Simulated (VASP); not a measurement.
A run of VASP 6.6.1 is set up as follows.

Contents of INCAR:

```
SYSTEM = CoO
ALGO = Fast ; EDIFF = 1E-6
EDIFFG = -0.01 ; ENCUT = 600
GGA = PE ; IBRION = 2
ISIF = 3 ; ISMEAR = -1
ISPIN = 2 ; IVDW = 21
LASPH = .True. ; LCHARG = .False.
LMAXMIX = 4 ; LORBIT = 11
LREAL = .False. ; LWAVE = .False.
MAGMOM = 2 0 ; NELM = 120
NSW = 60 ; PREC = Accurate
SIGMA = 0.05
```

File KPOINTS:

```
k-points
0
Gamma
  8 8 7
  0 0 0
```

File POSCAR:

```
CoO
1.0
    2.8284500000      0.0000000000      0.0000000000
   -1.4142300000      2.4495100000      0.0000000000
    0.0000000000      0.0000000000      2.7217200000
Co O
1 1
Direct
    0.0000000000      0.0000000000      0.5000000000
    0.6666700000      0.3333300000      0.0000000000
```

Potentials or basis: VASP PAW PBE potentials, release 64 (Co, O).

Launch:

```bash
$ cat potpaw_PBE.64/Co/POTCAR potpaw_PBE.64/O/POTCAR > POTCAR
$ mpirun -np 1 vasp_std > vasp.out
```

(1) Estimate the Hirshfeld charges.

(2) Predict the relaxed cell.

(3) What does it give for the net moment?

## Answers

(1) Co +0.32; O -0.32 e.

(2) a = 2.807 Å, b = 2.807 Å, c = 2.690 Å, α = 90.00°, β = 90.00°, γ = 120.00°.

(3) 3.00 μB per cell.

Caveat: a cell with one magnetic atom can't hold antiferromagnetic order, which such compounds often take.
